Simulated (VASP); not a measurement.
# La2O3 (P-3m1) in VASP: a series of runs, part 3 of 3

VASP 6.6.1. Earlier steps stand in the parts before.

## Step 5: Phonons, LDA

POSCAR

```
La2O3
1.0
    3.9380000000      0.0000000000      0.0000000000
   -1.9690000000      3.4104080401      0.0000000000
    0.0000000000      0.0000000000      6.1360000000
La O
2 3
Direct
    0.3333333333      0.6666666667      0.2454000000
    0.6666666667      0.3333333333      0.7546000000
    0.3333333333      0.6666666667      0.6471000000
    0.6666666667      0.3333333333      0.3529000000
    0.0000000000      0.0000000000      0.0000000000
```

INCAR.step1

```
ALGO = Normal
EDIFF = 1E-8
EDIFFG = -0.002
ENCUT = 600
IBRION = 2
ISIF = 3
ISMEAR = 0
LASPH = True
LCHARG = False
LREAL = False
LWAVE = False
NELM = 80
NSW = 40
PREC = Accurate
SIGMA = 0.05
```

INCAR.step2

```
ALGO = Normal
EDIFF = 1E-8
ENCUT = 600
IBRION = 8
ISIF = 2
ISMEAR = 0
LASPH = True
LCHARG = False
LEPSILON = True
LREAL = False
LWAVE = False
NELM = 80
NSW = 1
PREC = Accurate
SIGMA = 0.05
```

KPOINTS

```
k-points
0
Gamma
  6 6 4
```

Potentials or basis: VASP PAW LDA potentials, release 64 (La, O).

The run is started by

```
cat potpaw_LDA.64/La/POTCAR potpaw_LDA.64/O/POTCAR > POTCAR
cp INCAR.step1 INCAR
mpirun -np 1 vasp_std > vasp.out
cp CONTCAR POSCAR
cp INCAR.step2 INCAR
mpirun -np 1 vasp_std > vasp.out
```

OUTCAR:

```text
EDIFF = 1E-8
   ENCUT = 600
   IBRION = 8
   ISIF = 2
   ISMEAR = 0
   LASPH = True
   LEPSILON = True
   LREAL = False
   NELM = 80
   NSW = 1
   PREC = Accurate

 ion  position               nearest neighbor table
   1  0.333  0.667  0.244-   4 2.33   4 2.33   4 2.33   3 2.39   5 2.67   5 2.67   5 2.67   2 3.66
                             2 3.66   2 3.66
   2  0.667  0.333  0.756-   3 2.33   3 2.33   3 2.33   4 2.39   5 2.67   5 2.67   5 2.67   1 3.66
                             1 3.66   1 3.66
   3  0.333  0.667  0.647-   2 2.33   2 2.33   2 2.33   1 2.39
   4  0.667  0.333  0.353-   1 2.33   1 2.33   1 2.33   2 2.39
   5  0.000  0.000  0.000-   1 2.67   2 2.67   1 2.67   2 2.67   2 2.67   1 2.67
[... 1126 lines left out ...]
      1.940932  1.120598  2.098922    -0.213017    0.061718    0.000000
      0.000000  0.000000  0.000000    -0.213502    0.061859    0.000000

--------------------------------------------------------------------------------------------------------

 MACROSCOPIC STATIC DIELECTRIC TENSOR IONIC CONTRIBUTION
 ------------------------------------------------------
          18.784237     0.000000    -0.000000
           0.000000    18.784237     0.000000
          -0.000000     0.000000    19.808581
 ------------------------------------------------------

 ELASTIC MODULI CONTR FROM IONIC RELAXATION (kBar)
 Direction    XX          YY          ZZ          XY          YZ          ZX
 --------------------------------------------------------------------------------
 XX        -448.8485    271.8477    -88.3058     -0.0000    201.4329      0.0000
 YY         271.8477   -448.8485    -88.3058      0.0000   -201.4329     -0.0000
 ZZ         -88.3058    -88.3058   -407.5178      0.0000     -0.0000     -0.0000
 XY          -0.0000      0.0000      0.0000   -360.3481      0.0000    208.0227
 YZ         201.4329   -201.4329     -0.0000      0.0000   -130.5070     -0.0000
 ZX           0.0000     -0.0000     -0.0000    208.0227     -0.0000   -136.1662
 --------------------------------------------------------------------------------

 PIEZOELECTRIC TENSOR IONIC CONTR  for field in x, y, z        (C/m^2)
          XX          YY          ZZ          XY          YZ          ZX
  --------------------------------------------------------------------------------
  x    -0.00000     0.00000    -0.00000     0.00000     0.00000     0.00000
  y    -0.00000     0.00000     0.00000     0.00000     0.00000    -0.00000
  z    -0.00000    -0.00000    -0.00000    -0.00000     0.00000     0.00000
```

OSZICAR.step1:

```text
N       E                     dE             d eps       ncg     rms          rms(c)
DAV:   1     0.474619221841E+03    0.47462E+03   -0.17406E+04  1184   0.287E+03
DAV:   2     0.904318991836E+02   -0.38419E+03   -0.37857E+03  1680   0.419E+02
DAV:   3    -0.329193012666E+02   -0.12335E+03   -0.12208E+03  2128   0.228E+02
[... 159 lines left out ...]
DAV:   1    -0.459135086740E+02    0.72361E-06   -0.11057E-04  1536   0.995E-02    0.248E-03
DAV:   2    -0.459135093803E+02   -0.70625E-06   -0.84166E-06  1856   0.343E-02    0.150E-03
DAV:   3    -0.459135093552E+02    0.25051E-07   -0.37733E-07  2104   0.610E-03    0.103E-03
DAV:   4    -0.459135093310E+02    0.24215E-07   -0.30893E-07  2192   0.462E-03    0.531E-04
DAV:   5    -0.459135093276E+02    0.34552E-08   -0.38954E-08  1304   0.173E-03
  14 F= -.45913509E+02 E0= -.45913509E+02  d E =-.217868E-03
```

Run time: 76 min. Hardware: 1 thread of Intel Xeon Platinum 8488C (Sapphire Rapids), shared host; peak memory 0.6 GiB.

Results:

| Quantity | Value |
| --- | --- |
| Relaxed volume | 15.51 Å³/atom |
| Relaxed cell | a = 3.882 Å, b = 3.882 Å, c = 5.942 Å, α = 90.00°, β = 90.00°, γ = 120.00° |
| Space group after relaxing (to 0.05 Å) | P-3m1 (No. 164) |
| Electronic dielectric tensor (diagonal) | 4.93, 4.93, 4.88 |
| Born charges (mean of the diagonal) | La +4.11; O -2.77, -2.69 e |
| Highest phonon frequency at Γ, LO-TO splitting left out | 448 cm⁻¹ |

Step by step:
```
step  energy change (eV)  largest force (eV/Å)  pressure (GPa)  volume (Å³)
   1              0.0000                0.2850           -7.48        82.41
   2              0.0448                0.9662           10.54        73.57
   3             -0.1062                0.2346           -0.26        78.21
   4             -0.1062                0.2461           -0.09        78.13
   5             -0.1130                0.0431            0.02        77.79
   6             -0.1138                0.0552            0.09        77.62
   7             -0.1147                0.0396           -0.07        77.67
   8             -0.1148                0.0424           -0.14        77.69
   9             -0.1150                0.0366            0.13        77.54
  10             -0.1150                0.0376            0.14        77.53
  11             -0.1152                0.0203            0.08        77.53
  12             -0.1152                0.0030            0.01        77.54
  13             -0.1152                0.0022            0.01        77.54
  14             -0.1152                0.0011            0.01        77.54
```

Final structure:
```
La O
1.0
     3.88186    0.00000    0.00000
    -1.94093    3.36179    0.00000
     0.00000    0.00000    5.94180
La O
2 3
Direct
  0.33333 0.66667 0.24372
  0.66667 0.33333 0.75628
  0.33333 0.66667 0.64675
  0.66667 0.33333 0.35325
  0.00000 0.00000 0.00000
```

Phonon frequencies in cm⁻¹ (negative: imaginary):
| q point | frequencies |
| --- | --- |
| (0.000, 0.000, 0.000) | 0 0 0 109 109 200 206 206 209 376 376 397 408 408 448 |

Electronic dielectric tensor:
```
4.93 0.00 0.00
0.00 4.93 0.00
0.00 0.00 4.88
```

Born effective charge tensors (e):
atom 1, La
```
4.23 0.00 0.00
0.00 4.23 0.00
0.00 0.00 3.88
```
atom 2, La
```
4.23 0.00 0.00
0.00 4.23 0.00
0.00 0.00 3.88
```
atom 3, O
```
-2.85  0.00  0.00
 0.00 -2.85  0.00
 0.00  0.00 -2.59
```
atom 4, O
```
-2.85  0.00  0.00
 0.00 -2.85  0.00
 0.00  0.00 -2.59
```
atom 5, O
```
-2.75  0.00  0.00
 0.00 -2.75  0.00
 0.00  0.00 -2.57
```

Spin-orbit coupling is left out, which matters for the levels of La.

## Step 6: The runs side by side

```csv
task,level,potentials or basis,cell,k mesh,cutoff (eV),by perturbation theory,gap on the mesh (eV)
dielectric tensor,PBE,"VASP PAW PBE potentials, release 64 (La, O)",as given,6 × 6 × 4,520,-,3.86
dielectric tensor,LDA,"VASP PAW LDA potentials, release 64 (La, O)",as given,6 × 6 × 4,520,-,3.74
optical spectrum,PBE,"VASP PAW PBE potentials, release 64 (La, O)",as given,8 × 8 × 5,520,-,3.89
phonons,LDA,"VASP PAW LDA potentials, release 64 (La, O)",relaxed,6 × 6 × 4,600,yes,-
```

Alike in all rows: no spin polarisation; smearing gaussian 0.05 eV.

Caveats: spin-orbit coupling is left out, which moves the levels of the heavy elements (some runs); spectra need much finer meshes, so this one isn't converged (some runs); independent-particle spectra lack excitons (some runs); an odd mesh through Γ misses points on the zone boundary, where band edges often lie (some runs).

Absolute energies hang on the potentials; compare differences alone.
